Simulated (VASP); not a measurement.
# Pt: convergence, elastic tensor from stress against strain

Pt, Fm-3m (no. 225), 1 atom in the cell. LDA, elastic tensor from stress against strain; PAW potentials Pt (LDA set). VASP 6.6.1.

Wanted: elastic constants within 3 %.

Geometry: relaxed with this functional.

Elastic constants: the values given are C11, C12, C44.

The series start from Plane-wave cutoff (eV): 340; k mesh: 17x17x17; Smearing width (eV): 0.2; Strain step: 0.005. Each series keeps the choices made before it, and each single choice may use up half of a tolerance. Times cover all steps of a run.

## Plane-wave cutoff (eV)

| Plane-wave cutoff (eV) | Elastic constants, largest deviation against the largest value | Time (s) |
|---|---|---|
| 230 | 3.4 % | 19 |
| 260 | 0.48 % | 23 |
| 300 | 0.33 % | 22 |
| 340 | 0.33 % | 29 |
| 410 (reference) | 0 % | 36 |

Chosen: 260, the loosest value from which every tighter one stays within half of the tolerance.

## k mesh

| k mesh | Elastic constants, largest deviation against the largest value | Time (s) |
|---|---|---|
| 5x5x5 | 8.5 % | 3.8 |
| 7x7x7 | 18 % | 4.3 |
| 8x8x8 | 10 % | 5.1 |
| 10x10x10 | 1.2 % | 5.6 |
| 13x13x13 | 2.5 % | 8.3 |
| 17x17x17 | 2.1 % | 23 |
| 22x22x22 (reference) | 0 % | 24 |

Chosen: 22x22x22; the next looser run is off by more than half of the tolerance, so convergence isn't shown beyond this value.

## Smearing width (eV)

| Smearing width (eV) | Elastic constants, largest deviation against the largest value | Time (s) |
|---|---|---|
| 0.2 | 0 % | 24 |
| 0.1 | 1.4 % | 31 |
| 0.05 | 1.7 % | 38 |
| 0.3 | 1.1 % | 36 |

Chosen: 0.2; no other choice that stays within half of the tolerance saves 30 % of the time.

## Strain step

| Strain step | Elastic constants, largest deviation against the largest value | Time (s) |
|---|---|---|
| 0.005 | 0 % | 24 |
| 0.0025 | 0.064 % | 31 |
| 0.01 | 0.032 % | 40 |
| 0.02 | 0.22 % | 38 |
| 0.04 | 0.98 % | 37 |

Chosen: 0.005.

## All choices together

| Input | Elastic constants, largest deviation against the largest value | Time (s) |
|---|---|---|
| program defaults, KSPACING-like mesh of 0.5 per A (naive) | 9.4 % | 3.3 |
| chosen settings | 0.43 % | 24 |
| reference settings throughout | 0 % | 80 |

The chosen settings stay within the tolerance of the reference run, but the reference itself isn't shown to be converged in: k mesh.

Values of the reference run: Elastic constants: 378.6, 270.4, 85.3 GPa.

## The input

INCAR:
```
SYSTEM = Pt
PREC = Accurate
ENCUT = 260
EDIFF = 1E-7
ISMEAR = 1
SIGMA = 0.2
LREAL = .False.
LASPH = .True.
ALGO = Normal
NELM = 120
LWAVE = .False.
LCHARG = .False.
GGA = CA
ISIF = 2
KPAR = 4
```

KPOINTS:
```
Automatic mesh
0
Gamma
  22 22 22
  0 0 0
```

POSCAR.step1:
```
Pt
 1.0000000000000000
     0.0000000000000000    1.9485247807726911    1.9485247807726911
     1.9387821568688277    0.0000000000000000    1.9485247807726911
     1.9387821568688277    1.9485247807726911    0.0000000000000000
 Pt
   1
Direct
  0.0000000000000000  0.0000000000000000  0.0000000000000000
```

POSCAR.step2:
```
Pt
 1.0000000000000000
     0.0000000000000000    1.9485247807726911    1.9485247807726911
     1.9582674046765542    0.0000000000000000    1.9485247807726911
     1.9582674046765542    1.9485247807726911    0.0000000000000000
 Pt
   1
Direct
  0.0000000000000000  0.0000000000000000 -0.0000000000000000
```

POSCAR.step3:
```
Pt
 1.0000000000000000
     0.0000000000000000    1.9436534688207594    1.9436534688207594
     1.9485247807726911   -0.0048713119519317    1.9485247807726911
     1.9485247807726911    1.9485247807726911   -0.0048713119519317
 Pt
   1
Direct
  0.0000000000000000  0.0000000000000000  0.0000000000000000
```

POSCAR.step4:
```
Pt
 1.0000000000000000
     0.0000000000000000    1.9533960927246228    1.9533960927246228
     1.9485247807726911    0.0048713119519317    1.9485247807726911
     1.9485247807726911    1.9485247807726911    0.0048713119519317
 Pt
   1
Direct
  0.0000000000000000  0.0000000000000000 -0.0000000000000000
```

Commands (each step's output is kept before the next begins):
```
cat potpaw_LDA.64/Pt/POTCAR > POTCAR
cp POSCAR.step1 POSCAR
mpirun -np 4 vasp_std > vasp.out
rm WAVECAR CHG
cp POSCAR.step2 POSCAR
mpirun -np 4 vasp_std > vasp.out
rm WAVECAR CHG
cp POSCAR.step3 POSCAR
mpirun -np 4 vasp_std > vasp.out
rm WAVECAR CHG
cp POSCAR.step4 POSCAR
mpirun -np 4 vasp_std > vasp.out
```

The chosen input took VASP 6.6.1 24 s on 4 cores (Intel Xeon Platinum 8488C (Sapphire Rapids)), a shared host.

## An input that fails: stress not computed (ISIF 0)

It runs to its end, but its output holds no elastic tensor.

Changes against the starting input:
```
(all steps)
- ISIF = 2
+ ISIF = 0
```
